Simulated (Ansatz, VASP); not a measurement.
# Two plane-wave programs on BN

```
CELL_PARAMETERS angstrom
0.00000 1.78307 1.78307
1.78307 0.00000 1.78307
1.78307 1.78307 0.00000
ATOMIC_POSITIONS crystal
B 0.00000 0.00000 0.00000
N 0.25000 0.25000 0.25000
```

Change from the starting cell: volume scaled by 0.96, ions relaxed.

Alike in both runs: functional PBE; k mesh 14 × 14 × 14; occupations fermi-dirac, width 0.02 eV; no spin polarisation.

Ansatz relaxed the structure, and its values are those at the end. VASP's run is a single point on that final structure, the one shown.

|  | VASP | Ansatz |
| --- | --- | --- |
| version | VASP 6.6.1 | Ansatz 0.2.0 |
| potentials or method | VASP PAW PBE potentials, release 64 (B, N) | plane-wave PAW, scalar-relativistic |
| plane-wave cutoff (eV) | 520 | 420 |
| valence electrons in the cell | 8 | 8 |

|  | VASP | Ansatz | Ansatz less VASP |
| --- | --- | --- | --- |
| gap on the k mesh at the Fermi level (eV) | 4.50 | 4.51 | +0.011 |
| pressure (GPa) | 20.3 | 19.8 | -0.41 |

With one functional, cell and mesh, what is left measures potentials, basis and numerics. Ansatz warned: «stress_scf_threshold_loose».

Caveats: so large a pressure means that the cell lies far from this level's equilibrium, or that cutoff or potentials fall short (VASP). A k mesh can miss the band edges.
